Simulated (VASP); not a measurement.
# BAs (F-43m) in VASP: a series of runs, part 2 of 2

VASP 6.6.1. The steps go on from the part before.

### Step 4. Dielectric tensor, PBE

The input, INCAR:

```
SYSTEM = BAs
ALGO = Normal
EDIFF = 1E-8
ENCUT = 400
GGA = PE
ISIF = 2
ISMEAR = 0
LASPH = .True.
LCHARG = .False.
LEPSILON = .True.
LREAL = Auto
LWAVE = .False.
NELM = 100
PREC = Accurate
SIGMA = 0.01
```

The input, KPOINTS:

```
k-points
0
Gamma
  9 9 9
  0 0 0
```

The input, POSCAR:

```
BAs
1.0
    0.0000000000      2.3885000000      2.3885000000
    2.3885000000      0.0000000000      2.3885000000
    2.3885000000      2.3885000000      0.0000000000
As B
1 1
Direct
    0.7500000000      0.7500000000      0.7500000000
    0.0000000000      0.0000000000      0.0000000000
```

Potentials or basis: VASP PAW PBE potentials, release 64 (As, B).

The run is started by

```sh
cat potpaw_PBE.64/As/POTCAR potpaw_PBE.64/B/POTCAR > POTCAR
mpirun -np 1 vasp_std > vasp.out
```

OUTCAR:

```text
SYSTEM = BAs
   EDIFF = 1E-8
   ENCUT = 400
   GGA = PE
   ISIF = 2
   ISMEAR = 0
   LASPH = .True.
   LEPSILON = .True.
   LREAL = Auto
   NELM = 100
   PREC = Accurate

 Found     35 irreducible k-points:

 Following reciprocal coordinates:
            Coordinates               Weight
  0.000000  0.000000  0.000000      1.000000
  0.111111  0.000000  0.000000      8.000000
  0.222222  0.000000  0.000000      8.000000
  0.333333  0.000000  0.000000      8.000000
  0.444444  0.000000  0.000000      8.000000
  0.111111  0.111111  0.000000      6.000000
   k-points           NKPTS =     35   k-points in BZ     NKDIM =     35   number of bands    NBANDS=      8
   number of dos      NEDOS =    301   number of ions     NIONS =      2
   total plane-waves  NPLWV =  13824
   dimension x,y,z NGX =    24 NGY =   24 NGZ =   24
   dimension x,y,z NGXF=    48 NGYF=   48 NGZF=   48
   ions per type =               1   1
   NGX,Y,Z   is equivalent  to a cutoff of  11.81, 11.81, 11.81 a.u.
   NGXF,Y,Z  is equivalent  to a cutoff of  23.62, 23.62, 23.62 a.u.
 SYSTEM =  BAs
   PREC   = accura    normal or accurate (medium, high low for compatibility)
   ISTART =      0    job   : 0-new  1-cont  2-samecut
   ICHARG =      2    charge: 1-file 2-atom 10-const
   ISPIN  =      1    spin polarized calculation?
   LNONCOLLINEAR =      F non collinear calculations
   LSORBIT =      F    spin-orbit coupling
   LASPH  =      T    aspherical Exc in radial PAW
   ENCUT  =  400.0 eV  29.40 Ry    5.42 a.u.   5.51  5.51  5.51*2*pi/ulx,y,z
   NELM   =    100;   NELMIN=  2; NELMDL= -5     # of ELM steps
   EDIFF  = 0.1E-07   stopping-criterion for ELM
   LREAL  =      T    real-space projection
   EDIFFG = 0.1E-06   stopping-criterion for IOM
   NSW    =      0    number of steps for IOM
   IBRION =     -1    ionic relax: 0-MD 1-quasi-New 2-CG
   NFREE  =      0    steps in history (QN), initial steepest desc. (CG)
   ISIF   =      2    stress and relaxation
   ISYM   =      2    0-nonsym 1-usesym 2-fastsym
   POTIM  = 0.5000    time-step for ionic-motion
   TEBEG  =    0.0;   TEEND  =   0.0 temperature during run
   PSTRESS=    0.0 pullay stress
   NELECT =       8.0000    total number of electrons
   NUPDOWN=      -1.0000    fix difference up-down
   EMIN   =  10.00;   EMAX   =-10.00  energy-range for DOS
   EFERMI =   0.00;   METHOD = LEGACY
   ISMEAR =     0;   SIGMA  =   0.01  broadening in eV -4-tet -1-fermi 0-gaus
   EFERMI_NEDOS =   21; number of points for ismear=-14 and -15
   IALGO  =     38    algorithm
   IMIX   =      4    mixing-type and parameters
     AMIX     =   0.40;   BMIX     =  1.00
     AMIX_MAG =   1.60;   BMIX_MAG =  1.00
  volume/ion in A,a.u.               =      13.63        91.95
  Fermi-wavevector in a.u.,A,eV,Ry     =   1.088018  2.056057 16.106360  1.183784
  Thomas-Fermi vector in A             =   2.224191
   LORBIT       =      0    0 simple, 1 ext, 2 COOP (PROOUT), +10 PAW based schemes
   GGA     = PE    functional components
   LHFCALC =     F    Hartree Fock is set to
   AEXX    =    0.0000 exact exchange contribution
   IVDW    =     0    specifies the selected vdW correction
   LEPSILON=     T    determine dielectric tensor
   LRPA    =     F    only Hartree local field effects (RPA)
 non-spin polarized calculation
 Gauss-broadening in eV      SIGMA  =   0.01
  energy-cutoff  :      400.00
  volume of cell :       27.25
 maximum number of plane-waves:       531
[... 82 lines left out ...]
  FORCE on cell =-STRESS in cart. coord.  units (eV):
  Direction    XX          YY          ZZ          XY          YZ          ZX
  --------------------------------------------------------------------------------------
  -------------------------------------------------------------------------------------
  Total        0.5819184      0.5819184      0.5819184      0.0000000      0.0000000     -0.0000000
  in kB       34.2110945     34.2110945     34.2110945      0.0000000      0.0000000     -0.0000000
  external PRESSURE =      34.2110945 kB  Pullay stress =       0.0000000 kB

 VOLUME and BASIS-vectors are now :
 -----------------------------------------------------------------------------
  energy-cutoff  :      400.00
  volume of cell :       27.25
      direct lattice vectors                 reciprocal lattice vectors
     0.000000000  2.388500000  2.388500000    -0.209336404  0.209336404  0.209336404
     2.388500000  0.000000000  2.388500000     0.209336404 -0.209336404  0.209336404
     2.388500000  2.388500000  0.000000000     0.209336404  0.209336404 -0.209336404

 POSITION                                       TOTAL-FORCE (eV/Angst)
 -----------------------------------------------------------------------------------
      3.58275      3.58275      3.58275        -0.000000     -0.000000     -0.000000
      0.00000      0.00000      0.00000         0.000000      0.000000      0.000000
 -----------------------------------------------------------------------------------
    total drift:                               -0.000000     -0.000000     -0.000000

  FREE ENERGIE OF THE ION-ELECTRON SYSTEM (eV)
  ---------------------------------------------------
  free  energy   TOTEN  =       -11.4054966148 eV

  energy  without entropy=      -11.4054966148  energy(sigma->0) =      -11.40549661

 HEAD OF MICROSCOPIC STATIC DIELECTRIC TENSOR (INDEPENDENT PARTICLE, excluding Hartree and local field effects)
 ------------------------------------------------------
          10.275846     0.000000    -0.000000
           0.000000    10.275846     0.000000
          -0.000000     0.000000    10.275846
 ------------------------------------------------------

 Free energy of the ion-electron system (eV)
  ---------------------------------------------------
  ---------------------------------------------------
  free energy    TOTEN  =        -0.73058084 eV

  energy without entropy =       -0.73058084

------------------------ aborting loop because EDIFF is reached ----------------------------------------

--------------------------------------- Ionic step        2  -------------------------------------------

------------------------ aborting loop because EDIFF is reached ----------------------------------------

--------------------------------------- Ionic step        3  -------------------------------------------

 Free energy of the ion-electron system (eV)
  ---------------------------------------------------
  ---------------------------------------------------
  free energy    TOTEN  =        -0.73058107 eV

  energy without entropy =       -0.73058107

------------------------ aborting loop because EDIFF is reached ----------------------------------------

 PIEZOELECTRIC TENSOR FIELD DIRECTION 3  (e Angst)
 -----------------------------------------------------------------------------
    -0.00031 -0.15685  0.00000           (  0.00000 -0.10041  0.00000)
    -0.15685 -0.00031  0.00000           ( -0.10041  0.00000  0.00000)
     0.00000  0.00000 -0.00025           (  0.00000  0.00000 -0.00000)

 PIEZOELECTRIC TENSOR FIELD DIRECTION 3  (C/m^2)
 -----------------------------------------------------------------------------
    -0.00018 -0.09221  0.00000
    -0.09221 -0.00018  0.00000
     0.00000  0.00000 -0.00015

 MACROSCOPIC STATIC DIELECTRIC TENSOR (including local field effects in DFT)
 ------------------------------------------------------
           9.980351    -0.000000    -0.000000
          -0.000000     9.980351     0.000000
           0.000000     0.000000     9.980351
 ------------------------------------------------------

 PIEZOELECTRIC TENSOR (including local field effects)  for field in x, y, z        (e  Angst)
          XX          YY          ZZ          XY          YZ          ZX
  --------------------------------------------------------------------------------
  x     0.00000     0.00000     0.00000     0.00000    -0.14968     0.00000
  y    -0.00000     0.00000    -0.00000     0.00000     0.00000    -0.14968
  z     0.00000     0.00000     0.00000    -0.14968     0.00000     0.00000

 PIEZOELECTRIC TENSOR (including local field effects)  for field in x, y, z        (C/m^2)
          XX          YY          ZZ          XY          YZ          ZX
  --------------------------------------------------------------------------------
  x     0.00000     0.00000     0.00000     0.00000    -0.08799     0.00000
  y    -0.00000     0.00000    -0.00000     0.00000     0.00000    -0.08799
  z     0.00000     0.00000     0.00000    -0.08799     0.00000     0.00000

 BORN EFFECTIVE CHARGES (including local field effects) (in |e|, cummulative output)
 ---------------------------------------------------------------------------------
 ion    1
    1     0.52726     0.00000     0.00000
    2    -0.00000     0.52726     0.00000
    3     0.00000     0.00000     0.52726
 ion    2
    1    -0.52726    -0.00000     0.00000
    2     0.00000    -0.52726    -0.00000
    3    -0.00000    -0.00000    -0.52726
```

OSZICAR:

```text
N       E                     dE             d eps       ncg     rms          rms(c)
DAV:   1     0.778154625141E+01    0.77815E+01   -0.33932E+03   576   0.721E+02
DAV:   2    -0.118228752949E+02   -0.19604E+02   -0.19205E+02   888   0.942E+01
[... 12 lines left out ...]
RMM:   4    -0.724313264150E+00   -0.33643E-01   -0.10338E-02  3192   0.741E-01    0.838E-02
RMM:   5    -0.730000628633E+00   -0.56874E-02   -0.22797E-04  3248   0.119E-01    0.115E-02
RMM:   6    -0.730340077314E+00   -0.33945E-03   -0.43089E-06  3391   0.175E-02    0.569E-03
RMM:   7    -0.730571047603E+00   -0.23097E-03   -0.22334E-06  3275   0.133E-02    0.496E-04
RMM:   8    -0.730584136512E+00   -0.13089E-04   -0.58562E-08  3510   0.989E-04    0.211E-04
RMM:   9    -0.730581003130E+00    0.31334E-05   -0.37558E-08  3308   0.470E-04    0.363E-05
RMM:  10    -0.730581073107E+00   -0.69977E-07    0.25691E-08  2950   0.118E-04    0.644E-06
```

It took 4.4 min on 1 thread of AMD EPYC, shared host; peak memory 0.14 GiB.

The run converged, but some of its settings lie outside the range that counts as converged, so its numbers aren't taken as properties of the crystal.

What came out:

```yaml
Band_gap_on_the_k_mesh: 1.23 eV, indirect (least direct gap 3.28 eV)
Electronic_dielectric_tensor_diagonal: 9.98
Born_charges_mean_of_the_diagonal: As +0.53; B -0.53 e
```

Caveat: an odd mesh through Γ misses points on the zone boundary, where band edges often lie.

### Step 5. The reference run

An earlier run on the cell as given: functional PBE; potentials or basis VASP PAW PBE potentials, release 64 (As, B); cutoff 520 eV; k mesh 10 × 10 × 10; occupations fermi-dirac, width 0.05 eV; no spin polarisation.

- Pressure: 3.4 GPa
- Band gap on the k mesh: 1.18 eV, indirect (least direct gap 3.28 eV)
